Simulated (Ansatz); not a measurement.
BAs: single point with PBE

BAs:

```xyz
2
Lattice="0.0000 2.3885 2.3885 2.3885 0.0000 2.3885 2.3885 2.3885 0.0000" Properties=species:S:1:pos:R:3 pbc="T T T"
As    3.5827    3.5827    3.5827
B     0.0000    0.0000    0.0000
```

* Program: Ansatz 0.2.0
* Task: single point
* Functional: PBE
* Potentials or basis: Ansatz PAW
* Cutoff: 420 eV (not typed: the program's choice for these potentials)
* k mesh: 10 × 10 × 10
* Occupations: gaussian, width 0.027 eV
* Spin: no spin polarisation

* Pressure: 2.8 GPa
* Band gap on the k mesh: 1.18 eV, indirect (least direct gap 3.28 eV)

Levels at points of the mesh, in eV from the valence-band top:
| k point | band 7 | band 8 | band 9 | band 10 | band 11 | band 12 |
| --- | --- | --- | --- | --- | --- | --- |
| (0.00, 0.00, 0.00) | 0.00 | 0.00 | 0.00 | 3.28 | 3.28 | 3.28 |
| (0.00, 0.00, -0.50) | -8.78 | -1.82 | -1.82 | 2.69 | 4.79 | 4.79 |
| (0.00, -0.50, -0.50) | -8.52 | -4.07 | -4.07 | 1.44 | 1.45 | 11.39 |

Wall time 2.1 s on 2 threads of Intel(R) Xeon(R) Processor @ 2.70GHz (shared host), peak memory 0.33 GiB.

A k mesh can miss the band edges. As with any semilocal functional, this PBE gap is likely too small.
